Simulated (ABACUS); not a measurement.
Crystal: Ag.

```xyz
1
Lattice="0.0000 2.0427 2.0427 2.0427 0.0000 2.0427 2.0427 2.0427 0.0000" Properties=species:S:1:pos:R:3 pbc="T T T"
Ag    0.0000    0.0000    0.0000
```

Base run:

- Program: ABACUS 3.10.1
- Functional: PBEsol
- Potentials or basis: PseudoDojo NC SR 0.4.1 PBE standard
- Cutoff: 1361 eV
- Density cutoff: 5442 eV
- Basis: DZP LCAO (the cutoffs set its grid)
- k mesh: 10 × 10 × 10
- Occupations: fermi-dirac, width 0.05 eV
- Spin: no spin polarisation

Its results: band gap on the k mesh none (metal or under the smearing width); pressure -1.5 GPa.

**Question.** The run is repeated on the same cell with these changes: functional from PBEsol to PBE; potentials or basis from PseudoDojo NC SR 0.4.1 PBE standard to PseudoDojo NC SR 0.5 PBE standard. What comes out?

**Answer.** Band gap on the k mesh none (metal or under the smearing width); pressure 5.8 GPa.

Caveats: the atomic orbitals were generated for these runs and aren't a published set; the basis of atomic orbitals isn't converged, which shifts pressures, moduli and gaps; the potentials were made for another functional, which shifts forces and pressure (some runs).
